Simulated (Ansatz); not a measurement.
# Ge: the cell at several levels of theory

Cell and atoms of Ge built on the lonsdaleite prototype are relaxed in turn with PBE, r2SCAN, PBEsol, LDA and HSE06.

The runs shown are made with Ansatz 0.2.0. PAW datasets, plane waves, zero pressure. (Simulation; spin polarisation is off.)

### 1 The structure to begin with

This is the cell as the run starts from it, not yet at rest; its lengths are not the crystal's.

It is hexagonal, P6_3/mmc (No. 194); a = 3.919 Å, c = 6.400 Å in the conventional setting, 21.28 Å³ an atom. Ge has 4 Ge at 2.40 Å.

Coordinates:

Space group P6_3/mmc (No. 194). a = 3.919 Å, b = 3.919 Å, c = 6.400 Å, α = 90.00°, β = 90.00°, γ = 120.00°
```
atom  site  symmetry       x       y       z
  Ge    4f       3m.  0.3333  0.6667  0.5625
```

### 2 Relaxation with PBE

Contents of input.yaml:

```yaml
crystal:
  lattice:
    - [3.9191835885, 0.0, 0.0]
    - [-1.9595917942, 3.3941125497, 0.0]
    - [0.0, 0.0, 6.4000267999]
  atoms:
    - { symbol: Ge, position: [0.3333333333, 0.6666666667, 0.0] }
    - { symbol: Ge, position: [0.6666666667, 0.3333333333, 0.5] }
    - { symbol: Ge, position: [0.3333333333, 0.6666666667, 0.375] }
    - { symbol: Ge, position: [0.6666666667, 0.3333333333, 0.875] }
kpoints:
  mp_grid: { grid: [12, 12, 4] }
hamiltonian:
  xc: pbe
scf:
  occupations: { method: fermi_dirac, width: 0.02 }
relax:
  f_tol: 0.005
  cell: {}
output:
  write_density: true
  write_potential: true
  elf: true
  volumetric_format: npy
```

Run with:

```bash
$ ansatz run input.yaml --threads 2 --pin off --max-ram 2211MiB --backend cpu --events-out ev --progress --plain --runs-dir out
```

After this run come: Relaxation with r2SCAN; Relaxation with PBEsol; LDA: cell and atoms; Relaxing with HSE06.

Q: Predict the outcome of this session. Wanted: for each run, a; c; volume; space group; SCF geometries.

As calculated:

| level | a (Å) | c (Å) | volume (Å³/atom) | space group | SCF geometries |
| --- | --- | --- | --- | --- | --- |
| PBE | 4.058 | 6.693 | 23.867 | P6_3/mmc | 7 |
| r2SCAN | 3.998 | 6.593 | 22.811 | P6_3/mmc | 5 |
| PBEsol | 4.005 | 6.579 | 22.851 | P6_3/mmc | 5 |
| LDA | 3.968 | 6.505 | 22.177 | P6_3/mmc | 5 |
| HSE06 | 4.008 | 6.589 | 22.922 | P6_3/mmc | 4 |

What this shows: From the start to the first minimum the volume moved by +12.1 %. LDA gives the smallest cell and PBE the largest; they differ by 7.6 % in volume, a mean of 2.5 % in length. The meshes differ: PBE 12×12×4, r2SCAN 6×6×4, PBEsol 6×6×4, LDA 6×6×4, HSE06 6×6×2.
